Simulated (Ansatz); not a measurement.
# WS$_{2}$: zone-centre modes at 7 GPa

All numbers below come from DFT PBEsol, scalar-relativistic, plane waves, PAW in Ansatz 0.2.0. Settings: 420 eV plane-wave cutoff, Γ-centred 12×12×12 mesh, fixed occupations. No spin polarisation. Phonons by linear response, acoustic sum rule imposed.

The cell, relaxed at 7 GPa:
```
W S
1.0
     1.55137    0.89568    5.72771
    -1.55137    0.89568    5.72771
     0.00000   -1.79136    5.72771
W S
1 2
Direct
  0.99938 0.99938 0.99938
  0.75731 0.75731 0.75731
  0.57460 0.57460 0.57460
```

The crystal is built of layers and no dispersion correction was added, so the binding between them is poorly described, and with it their spacing and whatever depends on it. Spin–orbit coupling is left out, which matters for heavy elements. Other phases may be more stable at this pressure. The bands were filled as in an insulator; under compression the gap may have closed between mesh points.

Optical modes at Γ (transverse, no macroscopic field); i marks an imaginary frequency:
```json
{"frequency (THz)": "9.31", "degeneracy": "2", "IR intensity of the level ((D/Å)²/amu)": "0.00"}
{"frequency (THz)": "10.87", "degeneracy": "2", "IR intensity of the level ((D/Å)²/amu)": "0.46"}
{"frequency (THz)": "13.10", "degeneracy": "1", "IR intensity of the level ((D/Å)²/amu)": "0.03"}
{"frequency (THz)": "13.34", "degeneracy": "1", "IR intensity of the level ((D/Å)²/amu)": "0.44"}
```

All 6 optical modes at Γ are real: no displacement of atoms at fixed cell lowers the energy to second order. Strains and modes at other wave vectors aren't tested by this run.

```json
{
  "Electronic dielectric constant ε∞ (principal values)": "9.27, 15.33, 15.33",
  "Static dielectric constant ε0 (principal values)": "9.4, 15.4, 15.4",
  "Refractive index √ε∞, mean": "3.65",
  "Kohn–Sham gap on the mesh": "0.57 eV",
  "Cost": "6.8 min on 1 thread of Intel(R) Xeon(R) 6975P-C (Granite Rapids), with other jobs on the host, peak memory 1.7 GiB"
}
```

Born effective charges (e):
```tsv
atom	Z*xx	Z*yy	Z*zz	mean
W (atom 1)	-0.69	-0.69	-0.95	-0.78
S (atom 2)	0.37	0.37	0.61	0.45
S (atom 3)	0.32	0.32	0.34	0.33
```

This form isn't the usual stable structure of the compound at low pressure.